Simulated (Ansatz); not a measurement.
**AlN in Ansatz: the effect of functional**

AlN:

```
Al N
1.0
     3.26735    0.00000    0.00000
    -1.63368    2.82961    0.00000
     0.00000    0.00000    4.13097
Al N
2 2
Direct
  0.66667 0.33333 0.25000
  0.33333 0.66667 0.75000
  0.66667 0.33333 0.75000
  0.33333 0.66667 0.25000
```

Measurements of this composition are mostly on another form, of space group No. 186.

The cell isn't the ideal one: volume scaled by 0.96.

Alike in all runs:

```yaml
Program: Ansatz 0.2.0
Task: single point
Potentials_or_basis: Ansatz PAW
k_mesh: 9 × 9 × 7
Occupations: fermi-dirac, width 0.05 eV
Spin: no spin polarisation
```

```tsv
functional	cutoff	gap on the mesh (eV)	pressure (GPa)
r2SCAN	500 eV (not typed: the program's choice for these potentials)	4.15	4.1
LDA	420 eV (not typed: the program's choice for these potentials)	?	?
PBEsol	420 eV (not typed: the program's choice for these potentials)	3.47	5.5
```

Task: What does the run with functional LDA give?

Result: gap on the mesh 3.58 eV; pressure -0.2 GPa.

Caveats: odd divisions of the mesh miss points on the zone boundary, where band edges often lie, so the gap on the mesh can be too wide; the PAW data sets come from PBE, with cores solved anew for the run's functional, which leaves a small shift of forces and pressure.

A k mesh can miss the band edges.

Runs at the PBE level aren't shown here.
